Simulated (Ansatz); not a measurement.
Relaxed ZnTe (zinc blende):

```
CELL_PARAMETERS angstrom
      0.00000     3.05670     3.05670
      3.05670     0.00000     3.05670
      3.05670     3.05670     0.00000
ATOMIC_POSITIONS crystal
  Te 0.75000 0.75000 0.75000
  Zn 0.00000 0.00000 0.00000
```

In this cell atom 2 (Zn, nearest neighbour Te at 2.647 Å; its periodic images, 4.3 Å or more away, move with it) is moved by u·(1.000, 0.000, 0.000) + v·(0.000, 1.000, 0.000); the rest is frozen.

Level of theory: r2SCAN (plane waves to 500 eV, PAW, scalar-relativistic; Ansatz, a first-principles code). k mesh 8×8×8 (Γ-centred), Fermi-Dirac smearing 0.05 eV. The energy includes the smearing's −TS. Spin-orbit coupling is left out, though Te is heavy. ZnTe was relaxed with its symmetry unable to fall. ΔE is measured from the undisplaced structure. Axes are in Å.

```csv
ΔE (meV/cell),u = -0.400,u = -0.267,u = -0.133,u = 0.000,u = 0.133,u = 0.267,u = 0.400
v = -0.400,932,630,444,___,444,630,932
v = -0.267,630,___,___,173,___,___,630
v = -0.133,444,___,90,44,90,___,444
v = 0.000,___,173,44,0,44,173,___
v = 0.133,444,___,90,44,90,___,444
v = 0.267,630,___,___,173,___,___,630
v = 0.400,932,630,444,___,444,630,932
```

Question: What belongs in the gaps?

Answer: 
- v = -0.400, u = 0.000: 381
- v = -0.267, u = -0.267: 379
- v = -0.267, u = -0.133: 225
- v = -0.267, u = 0.133: 225
- v = -0.267, u = 0.267: 379
- v = -0.133, u = -0.267: 225
- v = -0.133, u = 0.267: 225
- v = 0.000, u = -0.400: 381
- v = 0.000, u = 0.400: 381
- v = 0.133, u = -0.267: 225
- v = 0.133, u = 0.267: 225
- v = 0.267, u = -0.267: 379
- v = 0.267, u = -0.133: 225
- v = 0.267, u = 0.133: 225
- v = 0.267, u = 0.267: 379
- v = 0.400, u = 0.000: 381

(For displaced atoms, the force is minus the slope of the energy, and its curvature is a force constant, which sets phonon frequencies.)
